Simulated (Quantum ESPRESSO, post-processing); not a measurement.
# 2H-MoS2: a series in the number of layers, part 8 of 8

What law, if any, do the results for 2H-MoS2 follow against the number of layers?

Quantum ESPRESSO 7.5; plane-wave DFT, PBE-D3(BJ), GBRV ultrasoft pseudopotentials.

So far. Step 15 (Relaxation with pw.x, 5 layers): The relaxation lowers the energy by 38 meV an atom.

### Step 19. Relaxing the ions, 6 layers

System of this step: 2H-MoS2, 6 layers, AA' stacking. The cell holds 18 atoms: 12 S and 6 Mo. Its edges and angles: a = 3.180 Å, b = 3.180 Å, c = 52.076 Å, α = 90.0°, β = 90.0°, γ = 120.0°. It derives from MoS2. Vacuum lies along c.

m5.relax.in reads:

```
&control
  prefix = 'm5.relax'
  outdir = './out'
  pseudo_dir = './pseudo'
  nstep = 90
  forc_conv_thr = 6e-05
  calculation = 'relax'
  etot_conv_thr = 1e-07
/
&system
  ibrav = 0
  nat = 18
  ntyp = 2
  ecutwfc = 40
  ecutrho = 200
  vdw_corr = 'grimme-d3'
  dftd3_version = 4
  occupations = 'fixed'
/
&electrons
  conv_thr = 1e-10
  mixing_beta = 0.4
  electron_maxstep = 120
/
&ions
/
ATOMIC_SPECIES
  S   32.0600  s_pbe_v1.4.uspp.F.UPF
  Mo  95.9500  mo_pbe_v1.uspp.F.UPF
CELL_PARAMETERS angstrom
  3.18000000000000 0.00000000000000 0.00000000000000
  -1.59000000000000 2.75396078403451 0.00000000000000
  0.00000000000000 0.00000000000000 52.07558642799749
ATOMIC_POSITIONS crystal
  S   0.333333333300 0.666666666700 0.153622849952
  Mo  0.000000000000 0.000000000000 0.184948447625
  S   0.333333333300 0.666666666700 0.216274045297
  S   0.000000000000 0.000000000000 0.279643470902
  Mo  0.333333333300 0.666666666700 0.310969068575
  S   0.000000000000 0.000000000000 0.342294666247
  S   0.333333333300 0.666666666700 0.405664091852
  Mo  0.000000000000 0.000000000000 0.436989689525
  S   0.333333333300 0.666666666700 0.468315287197
  S   0.000000000000 0.000000000000 0.531684712803
  Mo  0.333333333300 0.666666666700 0.563010310475
  S   0.000000000000 0.000000000000 0.594335908148
  S   0.333333333300 0.666666666700 0.657705333753
  Mo  0.000000000000 0.000000000000 0.689030931425
  S   0.333333333300 0.666666666700 0.720356529098
  S   0.000000000000 0.000000000000 0.783725954703
  Mo  0.333333333300 0.666666666700 0.815051552375
  S   0.000000000000 0.000000000000 0.846377150048
K_POINTS automatic
  6 6 1 0 0 0
```

On the command line:

```sh
$ OMP_NUM_THREADS=1 mpirun -n 8 pw.x -nk 2 -in m5.relax.in > m5.relax.out
```

The log of the run:

```text
[banner, memory and clock lines left out]
Program PWSCF v.7.5 starts

          URL

     Message from routine setup:
     using ibrav=0 with symmetry is DISCOURAGED, use correct ibrav instead

     bravais-lattice index     =            0
     lattice parameter (alat)  =       6.0093  a.u.
     unit-cell volume          =    3077.6246 (a.u.)^3
     number of atoms/cell      =           18
     number of atomic types    =            2
     number of electrons       =       156.00
     number of Kohn-Sham states=           78
     kinetic-energy cutoff     =      40.0000  Ry
     charge density cutoff     =     200.0000  Ry
     scf convergence threshold =      1.0E-10
     mixing beta               =       0.4000
     number of iterations used =            8  plain     mixing
     energy convergence thresh.=      1.0E-07
     force convergence thresh. =      6.0E-05
     Exchange-correlation= SLA  PW   PBE  PBE
                           (   1   4   3   4   0   0   0)
     nstep                     =           90

     celldm(1)=   6.009329  celldm(2)=   0.000000  celldm(3)=   0.000000
     celldm(4)=   0.000000  celldm(5)=   0.000000  celldm(6)=   0.000000

     crystal axes: (cart. coord. in units of alat)
               a(1) = (   1.000000   0.000000   0.000000 )
               a(2) = (  -0.500000   0.866025   0.000000 )
               a(3) = (   0.000000   0.000000  16.375971 )

     reciprocal axes: (cart. coord. in units 2 pi/alat)
               b(1) = (  1.000000  0.577350 -0.000000 )
               b(2) = (  0.000000  1.154701  0.000000 )
               b(3) = (  0.000000 -0.000000  0.061065 )

     PseudoPot. # 1 for S  read from file:
     ./pseudo/s_pbe_v1.4.uspp.F.UPF
     Pseudo is Ultrasoft + core correction, Zval =  6.0
     Generated by new atomic code, or converted to UPF format
     Using radial grid of  907 points,  6 beta functions with:
                l(1) =   0
                l(2) =   0
                l(3) =   1
                l(4) =   1
                l(5) =   2
                l(6) =   2
     Q(r) pseudized with  8 coefficients,  rinner =    1.300   1.300   1.300
                                                       1.300   1.300

     PseudoPot. # 2 for Mo read from file:
     ./pseudo/mo_pbe_v1.uspp.F.UPF
     Pseudo is Ultrasoft + core correction, Zval = 14.0
     Generated by new atomic code, or converted to UPF format
     Using radial grid of  889 points,  6 beta functions with:
                l(1) =   0
                l(2) =   0
                l(3) =   1
                l(4) =   1
                l(5) =   2
                l(6) =   2
     Q(r) pseudized with  6 coefficients,  rinner =    1.000   1.000   1.000
                                                       1.000   1.000

     atomic species   valence    mass     pseudopotential
[...]
-29.4237 -29.4237 -29.3798 -29.3798 -29.3796 -29.3796 -29.3769 -29.3769
    -6.7966  -6.7833  -6.7633  -6.7349  -6.7079  -6.6920  -6.5968  -6.5726
    -6.5483  -6.5275  -6.5142  -6.5084  -0.4404  -0.3968  -0.3322  -0.2532
    -0.1884  -0.1482   0.5516   0.5661   0.5939   0.6492   0.7185   0.7694
     1.1257   1.2580   1.4068   1.5525   1.6611   1.7284   2.2858   2.2992
     2.3175   2.3389   2.3552   2.3634   3.5039   3.5373   3.5885   3.6538
     3.7091   3.7437   4.4152   4.4468   4.4907   4.5409   4.5795   4.6026
     4.7941   4.8221   4.8563   4.8903   4.9131   4.9245

          k = 0.1667 0.2887 0.0000 ( 13120 PWs)   bands (ev):

   -55.3413 -55.3413 -55.3412 -55.3412 -55.3394 -55.3394 -29.5122 -29.5122
   -29.5119 -29.5119 -29.5092 -29.5092 -29.4543 -29.4543 -29.4541 -29.4541
   -29.4523 -29.4523 -29.3656 -29.3656 -29.3654 -29.3654 -29.3627 -29.3627
    -7.6708  -7.6429  -7.5998  -7.5416  -7.4890  -7.4542  -6.9995  -6.9439
    -6.8758  -6.8069  -6.7567  -6.7264   0.2118   0.2895   0.4082   0.5599
     0.6938   0.7789   1.5100   1.5134   1.5381   1.5547   1.5780   1.7307
     1.7441   1.8701   1.9036   1.9149   1.9220   1.9226   2.0991   2.1984
     2.3389   2.4743   2.5601   2.6040   3.5062   3.5091   3.5150   3.5234
     3.5329   3.5340   4.3989   4.4114   4.4399   4.4836   4.5396   4.5889
     4.6989   4.7093   4.7214   4.7337   4.7411   4.7430

          k = 0.1667 0.4811 0.0000 ( 13208 PWs)   bands (ev):

   -55.3271 -55.3271 -55.3269 -55.3269 -55.3252 -55.3252 -29.6211 -29.6211
   -29.6209 -29.6209 -29.6181 -29.6181 -29.4284 -29.4284 -29.4282 -29.4282
   -29.4257 -29.4257 -29.4255 -29.4255 -29.4255 -29.4255 -29.4237 -29.4237
    -6.8269  -6.8120  -6.7893  -6.7566  -6.7248  -6.7044  -6.5946  -6.5638
    -6.5324  -6.5044  -6.4857  -6.4760   0.0238   0.0632   0.1215   0.1931
     0.2512   0.2845   0.5530   0.5664   0.5835   0.5995   0.6118   0.6141
     1.3959   1.4448   1.5226   1.6343   1.7577   1.8807   2.0584   2.1878
     2.3120   2.4147   2.4718   2.4937   2.9987   3.0429   3.1055   3.1751
     3.2284   3.2603   3.6468   3.6847   3.7515   3.8448   3.9306   3.9909
     4.9442   4.9680   4.9979   5.0283   5.0503   5.0627

          k = 0.3333 0.5774 0.0000 ( 13296 PWs)   bands (ev):

   -55.3224 -55.3224 -55.3222 -55.3222 -55.3205 -55.3205 -29.5760 -29.5760
   -29.5757 -29.5757 -29.5729 -29.5729 -29.5320 -29.5320 -29.5318 -29.5318
   -29.5291 -29.5290 -29.4162 -29.4162 -29.4160 -29.4160 -29.4142 -29.4142
    -6.4777  -6.4777  -6.4776  -6.4776  -6.4627  -6.4627  -6.3984  -6.3984
    -6.3983  -6.3983  -6.3769  -6.3769   0.0005   0.0242   0.0587   0.1012
     0.1361   0.1572   0.8290   0.8290   0.8478   0.8478   0.8851   0.8851
     1.2951   1.3391   1.3985   1.4634   1.5131   1.5434   1.7751   1.7751
     1.8659   1.8659   1.9604   1.9604   2.4737   2.4737   2.6157   2.6157
     2.7419   2.7419   3.3696   3.3696   3.4412   3.4412   3.5067   3.5067
     5.4134   5.4347   5.4665   5.5056   5.5394   5.5616

     highest occupied level (ev):     6.2180

!    total energy              =   -1126.87559706 Ry
     estimated scf accuracy    <          4.7E-12 Ry

     The total energy is the sum of the following terms:
     one-electron contribution =  -14985.49431216 Ry
     hartree contribution      =    7532.30384136 Ry
     xc contribution           =    -217.81691582 Ry
     ewald contribution        =    6544.63428907 Ry
     DFT-D3 Dispersion         =      -0.50
[key lines of the parts left out:]
convergence has been achieved in  18 iterations
```

Run time: 84 min. Hardware: 8 MPI ranks of Arm Neoverse V2, shared host; peak memory 1.4 GiB.

The run was cut off at its time limit.

### Step 20. The series side by side

The series in one table:

```csv
the number of layers,"4πα/A, ions held (Å)","4πα/A, ions free (Å)",gap on the mesh (eV),vacuum level over the valence top (eV),energy (eV)
1 layers,5.081,5.089,1.651,5.934,-2555.1509
2 layers,10.28,10.29,1.125,5.414,-5110.5028
3 layers,15.45,15.47,1.009,5.305,-7665.8590
4 layers,20.64,20.65,0.9474,5.261,-10221.2164
5 layers,25.83,25.85,0.9058,5.241,-12776.5745
```

### Step 21. By hand

4πα/A grows by 0.852 Å for each Å of thickness (clamped-ion); 1 − 1/ε = 0.852 gives ε = 6.8.

4πα/A grows by 0.852 Å for each Å of thickness (relaxed-ion); 1 − 1/ε = 0.852 gives ε = 6.8.

### Step 22. What came out

- clamped-ion ε from the slope of 4πα/A against thickness: 6.8
- relaxed-ion ε from the slope of 4πα/A against thickness: 6.8
- gap at 5 layers: 0.91 eV

**Reading.** The series holds 5 members; clamped-ion ε from the slope of 4πα/A against thickness: 6.8; relaxed-ion ε from the slope of 4πα/A against thickness: 6.8; gap at 5 layers: 0.91 eV (PBE-D3(BJ), GBRV ultrasoft). So near one, the clamped-ion slope is touchy: 0.01 in it moves ε by 0.5. So near one, the relaxed-ion slope is touchy: 0.01 in it moves ε by 0.5. The gap goes from 1.65 to 0.91 eV as the slab grows from 3.1 to 27.5 Å. 1 of the planned members gave no usable result. Surface layers answer otherwise than the interior, so permittivities come from the slope against thickness; semilocal gaps overscreen; 1×1 cells forbid distortions that need a larger cell.

[Logs are printed without paths, hosts, clocks, repeated set-up lines and the standing remarks that a program may print on its own settings, such as how far it seeks lower states.]

[Hosts, paths, dates, database ids (printed as entryN), source tags and the programs' standing remarks are cut or masked in the printed files.]

[Maps of the electrostatic potential energy from Ansatz leave out the sawtooth potential of an applied field or a dipole correction, so their vacuum need not be flat; planar profiles and work functions include it.]
